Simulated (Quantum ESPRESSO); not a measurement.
Input of a Quantum ESPRESSO 7.5 run:

pw.in

```
&CONTROL
  calculation = 'scf'
  prefix = 'pwscf'
  outdir = './tmp'
  pseudo_dir = './pseudo'
  tprnfor = .true.
  tstress = .true.
  disk_io = 'low'
/
&SYSTEM
  ibrav = 0
  nat = 2
  ntyp = 2
  ecutwfc = 84
  nbnd = 14
  occupations = 'smearing'
  smearing = 'fd'
  degauss = 0.00367493
/
&ELECTRONS
  conv_thr = 4d-10
  electron_maxstep = 120
  mixing_beta = 0.5
/
ATOMIC_SPECIES
Mg    24.3050 Mg.upf
O     15.9990 O.upf
CELL_PARAMETERS angstrom
   0.0000000000    2.0970013927    2.0970013927
   2.0970013927    0.0000000000    2.0970013927
   2.0970013927    2.0970013927    0.0000000000
ATOMIC_POSITIONS angstrom
Mg     0.0000000000    0.0000000000    0.0000000000
O      2.0970013927    2.0970013927    2.0970013927
K_POINTS automatic
10 10 10 0 0 0
```

The input scf2.in:

```
&CONTROL
  calculation = 'scf'
  prefix = 'pwscf'
  outdir = './tmp'
  pseudo_dir = './pseudo'
  tprnfor = .true.
  tstress = .true.
  disk_io = 'low'
/
&SYSTEM
  ibrav = 0
  nat = 2
  ntyp = 2
  ecutwfc = 84
  nbnd = 14
  occupations = 'fixed'
/
&ELECTRONS
  conv_thr = 1d-13
  electron_maxstep = 120
  mixing_beta = 0.5
  startingpot = 'file'
  startingwfc = 'file'
/
ATOMIC_SPECIES
Mg    24.3050 Mg.upf
O     15.9990 O.upf
CELL_PARAMETERS angstrom
   0.0000000000    2.0970013927    2.0970013927
   2.0970013927    0.0000000000    2.0970013927
   2.0970013927    2.0970013927    0.0000000000
ATOMIC_POSITIONS angstrom
Mg     0.0000000000    0.0000000000    0.0000000000
O      2.0970013927    2.0970013927    2.0970013927
K_POINTS automatic
10 10 10 0 0 0
```

File ph.in:

```
dielectric of MgO
&INPUTPH
  prefix = 'pwscf'
  outdir = './tmp'
  tr2_ph = 1d-18
  fildyn = 'dyn'
  niter_ph = 90
  alpha_mix(1) = 0.7
  epsil = .true.
  trans = .false.
  zeu = .true.
/
0.0000000000 0.0000000000 0.0000000000
```

Potentials or basis: PseudoDojo 0.4.1 SR PBEsol standard.

Launch:

```bash
$ OMP_NUM_THREADS=1 pw.x -in pw.in > pw.out
$ OMP_NUM_THREADS=1 pw.x -in scf2.in > scf2.out
$ OMP_NUM_THREADS=1 ph.x -in ph.in > ph.out
```

Q: What does it give for the electronic dielectric tensor (diagonal)?

A: 3.22.

Q: Predict the Born charges (mean of the diagonal).

A: Mg +1.98; O -1.98 e.

Q: Estimate the pressure.

A: 2.3 GPa.

Electronic dielectric tensor:
```
3.22 0.00 0.00
0.00 3.22 0.00
0.00 0.00 3.22
```

Caveat: on a mesh that holds Γ this program's dielectric tensor can be off by some percent beyond the error of the mesh.

**Experimental background.**

“Electronic structure of alkaline earth and post-transition metal oxides”, 2009, arxiv:0908.1581 quotes, for a bulk crystal of MgO: band gap 7.83 eV.

From “Infrared Optical Properties of Ferropericlase (Mg1-xFexO): Experiment and Theory”, 2007, arxiv:0704.2267, for a bulk crystal of MgO at 295 K: high-frequency dielectric constant 2.95 ± 0.1.

Against the measured gap of MgO, 7.83 eV (quoted in “Electronic structure of alkaline earth and post-transition metal oxides”, 2009, arxiv:0908.1581), the calculated 4.79 eV is off by -3.04 eV. The value is that of PBEsol, without temperature or zero-point motion. Semilocal functionals fall short of measured gaps as a rule. The cell is a database's relaxed one, not the measured one, which moves gaps too. A measured high-frequency dielectric constant of MgO is 2.95 (295 K; “Infrared Optical Properties of Ferropericlase (Mg1-xFexO): Experiment and Theory”, 2007, arxiv:0704.2267); the calculated 3.22 misses it by +9.0 %.
